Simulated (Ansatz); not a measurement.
# CdS: the cost of one run

Method: DFT PBE, scalar-relativistic, plane waves, PAW, in Ansatz 0.2.0.

### 1 The starting structure

The structure is hexagonal, space group P6_3mc (No. 186). The conventional cell has a = 4.150 Å, b = 4.150 Å, c = 6.737 Å, α = 90.00°, β = 90.00°, γ = 120.00°. Around Cd (site symmetry 3m) lie 4 S at 2.53 to 2.54 Å. Around S (site symmetry 3m) lie 4 Cd at 2.53 to 2.54 Å.

As a file:

```cif
data_structure
_symmetry_space_group_name_H-M 'P6_3mc'
_symmetry_Int_Tables_number 186
_cell_length_a 4.1500
_cell_length_b 4.1500
_cell_length_c 6.7370
_cell_angle_alpha 90.000
_cell_angle_beta 90.000
_cell_angle_gamma 120.000
_cell_volume 100.48
loop_
_atom_site_label
_atom_site_type_symbol
_atom_site_symmetry_multiplicity
_atom_site_Wyckoff_symbol
_atom_site_fract_x
_atom_site_fract_y
_atom_site_fract_z
_atom_site_occupancy
Cd1 Cd 2 b 0.33333 0.66667 0.00000 1
S1 S 2 b 0.33333 0.66667 0.37500 1
```

Source of the structure: the Crystallography Open Database.

(A quick probe on a coarse mesh, which set the mesh and smearing, is not shown.)

### 3 The relaxation

The input, input.yaml:

```yaml
crystal:
  lattice:
    - [4.15, 0.0, 0.0]
    - [-2.075, 3.5940054257, 0.0]
    - [0.0, 0.0, 6.737]
  atoms:
    - { symbol: Cd, position: [0.3333333333, 0.6666666667, 0.0] }
    - { symbol: Cd, position: [0.6666666667, 0.3333333333, 0.5] }
    - { symbol: S, position: [0.3333333333, 0.6666666667, 0.375] }
    - { symbol: S, position: [0.6666666667, 0.3333333333, 0.875] }
basis:
  ecutwfc: 420
kpoints:
  mp_grid: { grid: [9, 9, 4] }
hamiltonian:
  xc: pbe
scf:
  occupations: { method: gaussian, width: 0.02 }
output:
  forces: true
  stress: true
  eigenvalues: true
  write_density: true
  write_potential: true
  elf: true
  volumetric_format: npy
relax:
  adjacent_minimum: "off"
  f_tol: 0.005
  max_steps: 80
  cell: { stress_tol: 0.05 }
```

Launch:

```bash
$ ansatz run input.yaml --threads 2 --pin off --max-ram 5120MiB --backend cpu --events-out ev --progress --plain --runs-dir out
```

**Question.** How long does this run take on 2 threads of Intel Xeon Platinum 8259CL at 2.50GHz (Skylake/Cascade Lake), shared host, and how much memory does it need?

About 26 s, with a peak of 0.55 GiB.
